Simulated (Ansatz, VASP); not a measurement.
## Two plane-wave programs on Rb

Contents of INCAR:

```
SYSTEM = Rb
PREC = Accurate
ENCUT = 520
EDIFF = 1E-6
ISMEAR = 0
SIGMA = 0.15
LREAL = .FALSE.
LASPH = .TRUE.
NELM = 60
ALGO = Fast
ISIF = 2
LWAVE = .FALSE.
LCHARG = .TRUE.
GGA = PS
LELF = .TRUE.
LVHAR = .TRUE.
NBANDS = 10
```

File KPOINTS:

```
regular mesh
0
G
  12 12 12
  0 0 0
```

Contents of POSCAR:

```
Rb
1.0
   -2.7358500000      2.7358500000      2.9463000000
    2.7358500000     -2.7358500000      2.9463000000
    2.7358500000      2.7358500000     -2.9463000000
Rb
1
Direct
    0.0000000000      0.0000000000      0.0000000000
```

Input for Ansatz:

```yaml
crystal:
  lattice:
    - [-2.73585, 2.73585, 2.9463]
    - [2.73585, -2.73585, 2.9463]
    - [2.73585, 2.73585, -2.9463]
  atoms:
    - { symbol: Rb, position: [0.0, 0.0, 0.0] }
basis:
  ecutwfc: 420
kpoints:
  mp_grid: { grid: [12, 12, 12] }
hamiltonian:
  xc: pbesol
scf:
  occupations: { method: gaussian, width: 0.15 }
output:
  forces: true
  stress: true
  eigenvalues: true
```

Change from the starting cell: strain -0.025 along x and y, +0.050 along z, atoms carried along.

Alike in both runs: task single point; functional PBEsol; k mesh 12 × 12 × 12; occupations gaussian, width 0.15 eV; no spin polarisation.

|  | VASP | Ansatz |
| --- | --- | --- |
| version | VASP 6.6.1 | Ansatz 0.2.0 |
| potentials or method | VASP PAW PBE potentials, release 64 (Rb_sv) | scalar-relativistic, plane waves, PAW |
| plane-wave cutoff (eV) | 520 | 420 |
| valence electrons in the cell | 9 | 9 |

```csv
,VASP,Ansatz,Ansatz less VASP
gap on the k mesh at the Fermi level (eV),none,none,-
pressure (GPa),-0.1,-0.1,0.00
```

A gap of «none» marks a metal or a gap that the smearing closes. The functional is the same, so the differences come from potentials, cutoffs and numerics.

Caveats: the PAW data sets were made with another functional, which shifts forces and pressure a little (VASP).
